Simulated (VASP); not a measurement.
Here is a VASP 6.6.1 calculation.

The input INCAR:

```
  PREC = Accurate
  ENCUT = 600
  EDIFF = 1E-7
  ISMEAR = 0
  SIGMA = 0.02
  LREAL = F
  LASPH = T
  NELM = 100
  ALGO = Normal
  ISIF = 3
  LWAVE = F
  LCHARG = F
  IBRION = 2
  NSW = 90
  EDIFFG = -0.005
```

File KPOINTS:

```
Automatic mesh
0
Gamma
  9 9 6
```

POSCAR

```
AlN
1.0
    3.3121157400      0.0000000000      0.0000000000
   -1.6560578700      2.8683763700      0.0000000000
    0.0000000000      0.0000000000      4.1875630000
Al N
2 2
Direct
    0.3333333300      0.6666666700      0.7500000000
    0.6666666700      0.3333333300      0.2500000000
    0.3333333300      0.6666666700      0.2500000000
    0.6666666700      0.3333333300      0.7500000000
```

Potentials or basis: VASP PAW LDA potentials, release 64 (Al, N).

Launch:

```bash
$ cat potpaw_LDA.64/Al/POTCAR potpaw_LDA.64/N/POTCAR > POTCAR
$ mpirun -np 1 vasp_std > vasp.out
```

What does it give for the relaxed volume?

9.55 Å³/atom.

What does it give for the relaxed cell?

a = 3.279 Å, b = 3.279 Å, c = 4.102 Å, α = 90.00°, β = 90.00°, γ = 120.00°.

Step by step:
| step | energy change (eV) | largest force (eV/Å) | pressure (GPa) | volume (Å³) |
| --- | --- | --- | --- | --- |
| 1 | 0.0000 | 0.0000 | -8.28 | 39.78 |
| 2 | -0.0066 | 0.0000 | 8.66 | 36.90 |
| 3 | -0.0414 | 0.0000 | -0.01 | 38.24 |
| 4 | -0.0414 | 0.0000 | 0.16 | 38.21 |
| 5 | -0.0428 | 0.0000 | 0.17 | 38.18 |
| 6 | -0.0431 | 0.0000 | 0.20 | 38.16 |
| 7 | -0.0431 | 0.0000 | 0.20 | 38.16 |
| 8 | -0.0431 | 0.0000 | -0.21 | 38.23 |
| 9 | -0.0431 | 0.0000 | 0.00 | 38.19 |
